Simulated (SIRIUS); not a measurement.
# Rh in SIRIUS: convergence with smearing width

The system is Rh.

```
Rh
1.0
     0.00000    1.89785    1.89785
     1.89785    0.00000    1.89785
     1.89785    1.89785    0.00000
Rh
1
Direct
  0.00000 0.00000 0.00000
```

| Property | Result |
| --- | --- |
| Program | SIRIUS 7.12.0 |
| Task | convergence study |
| Functional | LDA |
| Potentials or basis | all-electron FP-LAPW |
| Cutoff | 170 eV |
| Basis | apw+lo standard |
| k mesh | 12 × 12 × 12 |
| Occupations | fermi-dirac, width 0.3 eV |
| Spin | no spin polarisation |

These are the settings of the first run; the series varies smearing width, with any setting tied to it.

Hardware: 1 thread of Arm Neoverse V1 (shared host).

Question: The values tried are 0.3 eV, 0.2 eV, 0.1 eV, 0.05 eV, 0.025 eV, 0.01 eV, loosest first. From which on does the energy stay within 1 meV/atom of the tightest run that finished?

Answer: From 0.05 eV on.

| smearing width | energy less the tightest run, at zero smearing (meV/atom) | SCF cycles | CPU time (s) | peak memory (GiB) |
| --- | --- | --- | --- | --- |
| 0.3 eV | 2.48 | 6 | 22 | 0.29 |
| 0.2 eV | 6.25 | 6 | 22 | 0.29 |
| 0.1 eV | 1.45 | 6 | 22 | 0.29 |
| 0.05 eV | -0.61 | 6 | 22 | 0.29 |
| 0.025 eV | -0.41 | 6 | 22 | 0.29 |
| 0.01 eV | 0.00 | 6 | 22 | 0.29 |

Narrower smearing needs a denser k mesh, so at a fixed mesh the narrowest width isn't the most accurate. The tightest run that finished is the yardstick and may itself not be fully converged.
